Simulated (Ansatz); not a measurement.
Runs of Ansatz 0.2.0 on ZrS2. It takes space group P-3m1 (No. 164, trigonal). The conventional cell has a = 3.691 Å, b = 3.691 Å, c = 6.041 Å, α = 90.00°, β = 90.00°, γ = 120.00°. Zr (site symmetry -3m) is surrounded by 6 S at 2.57 Å. Around S (site symmetry 3m) lie 3 Zr at 2.57 Å. The cell is a database's computed one.

```tsv
task	level	U	cell	cutoff (eV)	points for each segment of the path	hubbard projectors	double counting	gap on the mesh (eV)	pressure (GPa)	V0 of scaled cells (Å³/atom)	B0 (GPa)	largest force (eV/Å)
equation of state	BLYP+D4	-	as given	420	-	-	-	-	-	(b)	(c)	-
band structure	LDA+U	Zr d U = 3 eV	as given	420	14	ortho-atomic (the default)	fll (the default)	1.35	-2.0	-	-	0.13
relaxation of cell and atoms	r2SCAN+U	Zr d U = 3 eV	relaxed	500	-	ortho-atomic (the default)	fll (the default)	1.97	0.0	-	-	-
equation of state	RPBE	-	as given	420	-	-	-	-	-	(a)	82	-
band structure	PBEsol	-	as given	420	14	-	-	(d)	-2.5	-	-	0.15
```

Alike in all rows: potentials or basis Ansatz PAW; no spin polarisation; k mesh 8 × 8 × 5; smearing fermi-dirac 0.05 eV.

Question: Fill in the values left out.

Answer: (a) 24.48; (b) 23.86; (c) 89; (d) 0.98.

Caveats: the PAW data sets come from PBE, with cores solved anew for the run's functional, which leaves a small shift of forces and pressure (some runs); the potentials were made for another functional, which shifts forces and pressure (some runs); the cell was scaled at fixed shape and fractional positions, which overstates the stiffness of a crystal with free parameters, most of all of layers and chains (some runs); this functional lacks dispersion, which binds the layers, so the pressure and a relaxed spacing across them are unreliable (some runs); odd divisions of the mesh miss points on the zone boundary, where band edges often lie, so the gap on the mesh can be too wide (some runs); the plane-wave basis is chosen anew once the cell has moved, so the energies of steps on either side of that aren't comparable (some runs).

A k mesh can miss the band edges, and the runs leave out spin-orbit coupling on Zr.

Runs at the PBE level aren't shown here.
